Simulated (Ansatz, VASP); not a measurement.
# Two plane-wave programs on CaF7

```xyz
8
Lattice="0.0000 3.5492 3.5492 3.5492 0.0000 3.5492 3.5492 3.5492 0.0000" Properties=species:S:1:pos:R:3 pbc="T T T"
Ca    0.0000    0.0000    0.0000
F     0.0000    1.7746    1.7746
F     3.5492    1.7746    1.7746
F     1.7746    0.0000    1.7746
F     1.7746    3.5492    1.7746
F     1.7746    1.7746    0.0000
F     1.7746    1.7746    3.5492
F     3.5492    3.5492    3.5492
```

Change from the starting cell: species swapped into the Zn7Tc type (Fm-3m, No. 225).

Alike in both runs: functional PBE; k mesh 10 × 10 × 10; occupations gaussian, width 0.1 eV; no spin polarisation.

Ansatz relaxed the structure, and its values are those at the end. VASP's run is a single point on that final structure, the one shown.

```csv
,VASP,Ansatz
version,VASP 6.6.1,Ansatz 0.2.0
potentials or method,"VASP PAW PBE potentials, release 64 (Ca_sv, F)","scalar-relativistic, plane waves, PAW"
plane-wave cutoff (eV),520,420
valence electrons in the cell,59,59
```

Ansatz gave:

```
gap on the k mesh at the Fermi level (eV) : none
pressure (GPa)                            : 0.0
```

Q: Which values does VASP return?

A: gap on the k mesh at the Fermi level (eV): none; pressure (GPa): -0.3.

A gap of «none» marks a metal or a gap that the smearing closes.

Caveats: an odd number of electrons without spin polarisation forces a metal; a magnetic or distorted state may lie lower.
